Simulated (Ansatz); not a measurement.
Te2Mo:

```xyz
12
Lattice="6.3300 0.0000 0.0000 0.0000 3.4690 0.0000 -0.9468 0.0000 13.8276" Properties=species:S:1:pos:R:3 pbc="T T T"
Te    5.4013    2.6018    8.3588
Te   -0.0181    0.8672    5.4688
Te    4.9099    0.8672   11.7728
Te    0.4733    2.6018    2.0548
Te    1.7550    2.6018   12.3826
Te    3.6282    0.8672    1.4450
Te    2.1916    0.8672    8.9658
Te    3.1917    2.6018    4.8618
Mo    4.2299    2.6018   13.7253
Mo    1.1533    0.8672    0.1023
Mo    3.8493    0.8672    6.8225
Mo    1.5339    2.6018    7.0051
```

```yaml
Program: Ansatz 0.2.0
Task: relaxation of cell and atoms
Functional: r2SCAN
Dispersion: D3(BJ)-ATM
Potentials_or_basis: Ansatz PAW
Cutoff: "500 eV (not typed: the program's choice for these potentials)"
k_mesh: 4 × 8 × 2
Occupations: fermi-dirac, width 0.05 eV
Spin: no spin polarisation
```

At the start: volume 25.30 Å³/atom.

Problem. Where does the relaxation end?

Solution. It ends after 7 steps and the volume is 26.10 Å³/atom (+3.2 %); space group P2_1/m (No. 11, to 0.05 Å).

Step by step:
```
step  energy change (eV)  largest force (eV/Å)  volume (Å³)
   1              0.0000                0.3014       303.64
   2             -0.0350                0.0783       312.23
   3             -0.0368                0.0462       311.97
   4             -0.0381                0.0062       312.33
   5             -0.0386                0.0057       313.04
   6             -0.0386                0.0019       313.25
   7             -0.0407                0.0018       313.25
```

Final structure:
```cif
data_structure
_symmetry_space_group_name_H-M 'P 1'
_symmetry_Int_Tables_number 1
_cell_length_a 6.3365
_cell_length_b 3.4936
_cell_length_c 14.1682
_cell_angle_alpha 90.000
_cell_angle_beta 92.864
_cell_angle_gamma 90.000
_cell_volume 313.25
loop_
_atom_site_label
_atom_site_type_symbol
_atom_site_fract_x
_atom_site_fract_y
_atom_site_fract_z
_atom_site_occupancy
Te1 Te 0.93956 0.75000 0.60219 1
Te2 Te 0.06044 0.25000 0.39781 1
Te3 Te 0.90562 0.25000 0.85520 1
Te4 Te 0.09438 0.75000 0.14480 1
Te5 Te 0.41556 0.75000 0.89799 1
Te6 Te 0.58444 0.25000 0.10201 1
Te7 Te 0.43538 0.25000 0.64461 1
Te8 Te 0.56462 0.75000 0.35539 1
Mo1 Mo 0.81892 0.75000 0.99302 1
Mo2 Mo 0.18108 0.25000 0.00698 1
Mo3 Mo 0.67958 0.25000 0.49347 1
Mo4 Mo 0.32042 0.75000 0.50653 1
```

Caveat: the plane-wave basis is chosen anew once the cell has moved, so the energies of steps on either side of that aren't comparable; pairwise dispersion overbinds metals, which lowers pressure and volume; the PAW data sets come from PBE, with cores solved anew for the run's functional, which leaves a small shift of forces and pressure.
